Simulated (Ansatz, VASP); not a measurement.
Se: VASP beside Ansatz

Contents of INCAR:

```
SYSTEM = Se
PREC = Accurate
ENCUT = 520
EDIFF = 1E-7
ISMEAR = -1
SIGMA = 0.05
LREAL = .False.
LASPH = .True.
NELM = 80
ALGO = Normal
ISIF = 2
LWAVE = .False.
LCHARG = .False.
GGA = PE
NBANDS = 9
```

The input KPOINTS:

```
Automatic mesh
0
Gamma
  17 17 17
  0 0 0
```

POSCAR

```
Se
1.0
    2.7928921756      0.0000000000      0.0000000000
    0.0000000000      2.7928921756      0.0000000000
    0.0000000000      0.0000000000      2.7928921756
Se
1
Direct
    0.0000000000      0.0000000000      0.0000000000
```

Input for Ansatz:

```yaml
crystal:
  lattice:
    - [2.7928921756, 0.0, 0.0]
    - [0.0, 2.7928921756, 0.0]
    - [0.0, 0.0, 2.7928921756]
  atoms:
    - { symbol: Se, position: [0.0, 0.0, 0.0] }
kpoints:
  mp_grid: { grid: [17, 17, 17] }
scf:
  occupations: { method: fermi_dirac, width: 0.05 }
hamiltonian:
  xc: pbe
  pseudopotentials: { kind: all_electron, lapw: { basis_error: 0.0005 } }
output:
  forces: true
  stress: true
  eigenvalues: true
```

Change from the starting cell: volume scaled by 0.96.

Alike in both runs: task single point; functional PBE; k mesh 17 × 17 × 17; occupations fermi-dirac, width 0.05 eV; no spin polarisation.

|  | VASP | Ansatz |
| --- | --- | --- |
| version | VASP 6.6.1 | Ansatz 0.2.0 |
| potentials or method | VASP PAW PBE potentials, release 64 (Se) | all-electron LAPW, scalar-relativistic |
| plane-wave cutoff (eV) | 520 | see its input |

VASP gave:

| Item | Value |
| --- | --- |
| pressure (GPa) | 3.2 |

Task: What did Ansatz give for the same quantities?

Result: Pressure (GPa): 3.1.

Ansatz ran all-electron here, so the differences hold the error of VASP's frozen core and of both bases.
